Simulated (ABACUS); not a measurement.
# KI (Fm-3m) in ABACUS: further runs

Aim: see how the results for KI move with the level of theory and the settings. Levels: PBEsol, rPW86PBE. Tasks: single point.

Program: ABACUS 3.10.1. These are calculated values, not measurements. Logs are shortened: lines on timing, memory, paths and dates and some standing lists are left out, and cuts for length are marked.

**The experiment to reproduce.**

A printed reference work, monograph reports, for a bulk crystal of KI: band gap 6.32 eV.

The results are compared with them further down.

## 1. The structure

It takes space group Fm-3m (No. 225, cubic). Conventional cell: a = 7.066 Å, b = 7.066 Å, c = 7.066 Å, α = 90.00°, β = 90.00°, γ = 90.00°. I (site symmetry m-3m) has 6 K at 3.53 Å as nearest neighbours. K (site symmetry m-3m) has 6 I at 3.53 Å as nearest neighbours.

## 2. Single point, PBEsol

The input, INPUT:

```
INPUT_PARAMETERS
suffix              KI
calculation         scf
basis_type          pw
pseudo_dir          ./
symmetry            1
dft_functional      pbesol
ecutwfc             113
pseudo_rcut         10
nspin               1
nbands              27
ks_solver           dav
smearing_method     fd
smearing_sigma      0.00367493
scf_thr             1e-08
scf_nmax            100
mixing_type         broyden
mixing_beta         0.7
cal_force           1
cal_stress          1
out_chg             1
kpar                4
```

The input, STRU:

```
ATOMIC_SPECIES
I 126.9045 I.upf
K 39.0983 K.upf

LATTICE_CONSTANT
1.8897261246

LATTICE_VECTORS
0.0000000000 3.5327750000 3.5327750000
3.5327750000 0.0000000000 3.5327750000
3.5327750000 3.5327750000 0.0000000000

ATOMIC_POSITIONS
Cartesian

I
0.0
1
3.5327750000 3.5327750000 3.5327750000 1 1 1

K
0.0
1
0.0000000000 0.0000000000 0.0000000000 1 1 1
```

The input, KPT:

```
K_POINTS
0
Gamma
6 6 6 0 0 0
```

Potentials or basis: PseudoDojo NC SR 0.5 PBE stringent, plane waves.

Launch:

```bash
> OMP_NUM_THREADS=1 mpirun -np 4 abacus > log
```

running log:

```text
ABACUS v3.10.1

               Atomic-orbital Based Ab-initio Computation at UStc

 ------------------------------------------------------------------------------------

 READING GENERAL INFORMATION
                           global_out_dir = OUT.KI/
                           global_in_card = INPUT
                               pseudo_dir = ./
                              orbital_dir =
                                    DSIZE = 4
                                    GSIZE = 1

 READING UNITCELL INFORMATION
                                    ntype = 2
                  lattice constant (Bohr) = 1.88973
              lattice constant (Angstrom) = 1

 READING ATOM TYPE 1
                               atom label = I
                      L=0, number of zeta = 1
                      L=1, number of zeta = 1
                      L=2, number of zeta = 1
             number of atom for this type = 1

 READING ATOM TYPE 2
                               atom label = K
                      L=0, number of zeta = 1
                      L=1, number of zeta = 1
                      L=2, number of zeta = 1
             number of atom for this type = 1

                        TOTAL ATOM NUMBER = 2
CARTESIAN COORDINATES ( UNIT =       1.889726124600 Bohr ).
    atom                   x                   y                   z     mag                  vx                  vy                  vz
tauc_I1            3.5327750000        3.5327750000        3.5327750000  0.0000        0.0000000000        0.0000000000        0.0000000000
tauc_K1            0.0000000000        0.0000000000        0.0000000000  0.0000        0.0000000000        0.0000000000        0.0000000000

                          Volume (Bohr^3) = 595.079
                             Volume (A^3) = 88.1815

 Lattice vectors: (Cartesian coordinate: in unit of a_0)
                   +0            +3.53277            +3.53277
             +3.53277                  +0            +3.53277
             +3.53277            +3.53277                  +0
 Reciprocal vectors: (Cartesian coordinate: in unit of 2 pi/a_0)
            -0.141532           +0.141532           +0.141532
            +0.141532           -0.141532           +0.141532
            +0.141532           +0.141532           -0.141532
 The esolver type has been set to : ksdft_pw

                PAO radial cut off (Bohr) = 10

 Read in pseudopotential file is I.upf
                     pseudopotential type = NC
          exchange-correlation functional = PBE
                 nonlocal core correction = 1
                        valence electrons = 25
                                     lmax = 3
                           number of zeta = 5
                     number of projectors = 8
                           L of projector = 0
                           L of projector = 0
                           L of projector = 1
                           L of projector = 1
                           L of projector = 2
                           L of projector = 2
                           L of projector = 3
                           L of projector = 3
 XC functional updated to : pbesol
          exchange-correlation functional = PBESOL
                PAO radial cut off (Bohr) = 10

 Read in pseudopotential file is K.upf
                     pseudopotential type = NC
          exchange-correlation functional = PBE
                 nonlocal core correction = 1
                        valence electrons = 9
                                     lmax = 2
                           number of zeta = 3
                     number of projectors = 6
                           L of projector = 0
                           L of projector = 0
                           L of projector = 1
                           L of projector = 1
                           L of projector = 2
                           L of projector = 2
 XC functional updated to : pbesol
          exchange-correlation functional = PBESOL
     initial pseudo atomic orbital number = 18

 SETUP THE ELECTRONS NUMBER
             electron number of element I = 25
       total electron number of element I = 25
             electron number of element K = 9
       total electron number of element K = 9
            AUTOSET number of electrons:  = 34
                           occupied bands = 17
                                   NBANDS = 27
                                   NLOCAL = 18

%%%%%%%%%%%%%%%%%%%%%%%%%%%%%%%%%%%%%%%%%%%%%%%%%%%%%%%%%%%%%%%%%%%%%%%%%%%%%%%%%%%%%%%%%%%%%%%%%%%%%%%%%%
 Warning: the number of valence electrons in pseudopotential > 7 for I: [Kr] 4d10 5s2 5p5
 Warning: the number of valence electrons in pseudopotential > 1 for K: [Ar] 4s1
 Pseudopotentials with additional electrons can yield (more) accurate outcomes, but may be less efficient.
 If you're confident that your chosen pseudopotential is appropriate, you can safely ignore this warning.
%%%%%%%%%%%%%%%%%%%%%%%%%%%%%%%%%%%%%%%%%%%%%%%%%%%%%%%%%%%%%%%%%%%%%%%%%%%%%%%%%%%%%%%%%%%%%%%%%%%%%%%%%%

 SETUP THE PLANE WAVE BASIS
 energy cutoff for charge/potential (unit:Ry) = 452
            fft grid for charge/potential = [ 64, 64, 64 ]
                        fft grid division = [ 1, 1, 1 ]
        big fft grid for charge/potential = [ 64, 64, 64 ]
                                     nbxx = 262144
                                     nrxx = 262144

 SETUP PLANE WAVES FOR CHARGE/POTENTIAL
                    number of plane waves = 96545
                         number of sticks = 2773

 PARALLEL PW FOR CHARGE/POTENTIAL
     PROC   COLUMNS(POT)             PW
        1           2773          96545
 --------------- sum -------------------
        1           2773          96545
                            number of |g| = 682
                                  max |g| = 40.8638
                                  min |g| = 0

----------- Double Check Mixing Parameters Begin ------------
mixing_type: broyden
mixing_beta: 0.7
mixing_gg0: 1
mixing_gg0_min: 0.1
mixing_ndim: 8
----------- Double Check Mixing Parameters End ------------

 LATTICE VECTORS: (CARTESIAN COORDINATE: IN UNIT OF A0)
                   +0            +3.53277            +3.53277
             +3.53277                  +0            +3.53277
             +3.53277            +3.53277                  +0
                       right hand lattice = 1
                                   NORM_A = 4.9961
                                   NORM_B = 4.9961
                                   NORM_C = 4.9961
                           ALPHA (DEGREE) = 60
                           BETA  (DEGREE) = 60
                           GAMMA (DEGREE) = 60

 The lattice vectors have been changed (STRU_SIMPLE.cif)

(for optimal symmetric configuration:)
                             BRAVAIS TYPE = 3
                     BRAVAIS LATTICE NAME = 03. Cubic F (face-centered)
                                    ibrav = 3
                                    IBRAV = 3
                                  BRAVAIS = FACE CENTERED CUBIC
                       LATTICE CONSTANT A = 7.06555
Original cell was already a primitive cell.
                        ROTATION MATRICES = 48
              PURE POINT GROUP OPERATIONS = 48
                   SPACE GROUP OPERATIONS = 48
                              POINT GROUP = O_h
               POINT GROUP IN SPACE GROUP = O_h

 SETUP K-POINTS
                                    nspin = 1
                   Input type of k points = Monkhorst-Pack(Gamma)
                                   nkstot = 216
                       right hand lattice = 1
(for reciprocal lattice: )
                             BRAVAIS TYPE = 2
                     BRAVAIS LATTICE NAME = 02. Cubic I (body-centered)
                                    ibrav = 2
                       right hand lattice = 1
(for k-lattice: )
                             BRAVAIS TYPE = 2
                     BRAVAIS LATTICE NAME = 02. Cubic I (body-centered)
                                    ibrav = 2
                       right hand lattice = 1
                        ROTATION MATRICES = 48
                               nkstot_ibz = 16
K-POINTS REDUCTION ACCORDING TO SYMMETRY
     IBZ    DIRECT_X    DIRECT_Y    DIRECT_Z  WEIGHT  ibz2bz
       1  0.00000000  0.00000000  0.00000000  0.0046       0
       2  0.16666667  0.16666667  0.16666667  0.0370       1
       3  0.33333333  0.33333333  0.33333333  0.0370       2
       4  0.50000000  0.50000000  0.50000000  0.0185       3
       5  0.16666667  0.16666667  0.00000000  0.0278       7
       6  0.33333333  0.33333333  0.16666667  0.1111       8
[... 8 lines left out ...]
      15  0.50000000  0.33333333 -0.33333333  0.1111      52
      16  0.50000000  0.33333333 -0.16666667  0.0556      58

                               nkstot now = 16
[... K-POINTS DIRECT COORDINATES: 16 rows ...]

           k-point number in this process = 4
       minimum distributed K point number = 4
[... stars of the k points ...]

[... K-POINTS CARTESIAN COORDINATES: 4 rows ...]

[... K-POINTS DIRECT COORDINATES: 4 rows ...]

 SETUP PLANE WAVES FOR WAVE FUNCTIONS
     energy cutoff for wavefunc (unit:Ry) = 113
              fft grid for wave functions = [ 64, 64, 64 ]
                    number of plane waves = 13539
                         number of sticks = 745

 PARALLEL PW FOR WAVE FUNCTIONS
     PROC   COLUMNS(POT)             PW
        1            745          13539
 --------------- sum -------------------
        1            745          13539

 SETUP NONLOCAL PSEUDOPOTENTIALS IN PLANE WAVE BASIS
 I non-local projectors:
 projector 1 L=0
 projector 2 L=0
 projector 3 L=1
 projector 4 L=1
 projector 5 L=2
 projector 6 L=2
 projector 7 L=3
 projector 8 L=3
 K non-local projectors:
 projector 1 L=0
 projector 2 L=0
 projector 3 L=1
 projector 4 L=1
 projector 5 L=2
 projector 6 L=2
      TOTAL NUMBER OF NONLOCAL PROJECTORS = 50

 Init Non-Local PseudoPotential table :
 Init Non-Local-Pseudopotential done.

                                     npwx = 12056

 Make real space PAO into reciprocal space.
       max mesh points in Pseudopotential = 1001
     dq(describe PAO in reciprocal space) = 0.01
                                    max q = 1280

 number of pseudo atomic orbitals for I is 5
WARNING: norm of atomic wavefunction # 5 of atomic type I is 0.999992, renormalized

 number of pseudo atomic orbitals for K is 3
WARNING: norm of atomic wavefunction # 3 of atomic type K is 0.990334, renormalized

 -------------------------------------------
 SELF-CONSISTENT
 -------------------------------------------
                                 init_chg = atomic

 PW ALGORITHM --------------- ION=   1  ELEC=   1--------------------------------

 Notice: Threshold on eigenvalues was too large.
 hsover_error=0.34 > DRHO=0.0260505
 Origin diag ethr = 0.01
 New diag ethr = 7.66192e-05

 Density error is 0.0260641351775
                          Error Threshold = 7.66192063232e-05
----------------------------------------------------------
     Energy           Rydberg                 eV
----------------------------------------------------------
 E_KohnSham     -685.0142004014      -9320.0963363725
 E_Harris       -682.7808016946      -9289.7093880549
 E_Fermi        0.2703044765         3.6776810757
----------------------------------------------------------
[... 63 lines left out ...]
 Density error is 1.78082253636e-09
                          Error Threshold = 9.67341698131e-11
----------------------------------------------------------
     Energy           Rydberg                 eV
----------------------------------------------------------
 E_KohnSham     -685.0185821053      -9320.1559525123
 E_KS(sigma->0) -685.0185821053      -9320.1559525122
 E_Harris       -685.0182509987      -9320.1514475768
 E_band         -114.0554742396      -1551.8043377503
 E_one_elec     -589.3547513490      -8018.5827617196
 E_Hartree      274.8702756325       3739.8019594322
 E_xc           -91.3770402878       -1243.2484142899
 E_Ewald        -279.1570661009      -3798.1267359350
 E_entropy(-TS) -0.0000000000        -0.0000000000
 E_descf        0.0000000000         0.0000000000
 E_exx          0.0000000000         0.0000000000
 E_Fermi        0.2823074069         3.8409893211
----------------------------------------------------------

 charge density convergence is achieved
 final etot is -9320.1559525 eV
 EFERMI = 3.8409893211 eV

 STATE ENERGY(eV) AND OCCUPATIONS    NSPIN == 1
 1/4 kpoint (Cartesian) = 0.0000 0.0000 0.0000 (12039 pws)
       1       -170.188     0.00925926
       2       -117.195     0.00925926
       3       -117.195     0.00925926
       4       -117.195     0.00925926
       5       -39.9886     0.00925926
       6       -39.9886     0.00925926
[... 106 lines left out ...]
      26        12.8396    2.55470e-80
      27        14.2688        0.00000

------------------------------------------------------------------------------------------
 TOTAL-FORCE (eV/Angstrom)
------------------------------------------------------------------------------------------
                        I1         0.0000000000         0.0000000000         0.0000000000
                        K1         0.0000000000         0.0000000000         0.0000000000
------------------------------------------------------------------------------------------

----------------------------------------------------------------
 TOTAL-STRESS (KBAR)
----------------------------------------------------------------
        -2.8769952766        -0.0000000000        -0.0000000000
        -0.0000000000        -2.8769952766         0.0000000000
        -0.0000000000         0.0000000000        -2.8769952766
----------------------------------------------------------------
 TOTAL-PRESSURE: -2.876995 KBAR

 --------------------------------------------
 !FINAL_ETOT_IS -9320.1559525122556806 eV
 --------------------------------------------
```

Run time: 18 s. Hardware: 4 MPI ranks of AMD EPYC 9R14 (Zen 4), shared host; peak memory 0.92 GiB.

What came out:

```yaml
Free_energy: -9320.1560 eV
Pressure: -0.3 GPa
Band_gap_on_the_k_mesh: 3.82 eV, direct
```

Caveat: the potentials were made for another functional, which shifts forces and pressure; spin-orbit coupling is left out, which moves the levels of the heavy elements.

(Part 1 of 2 ends here.)
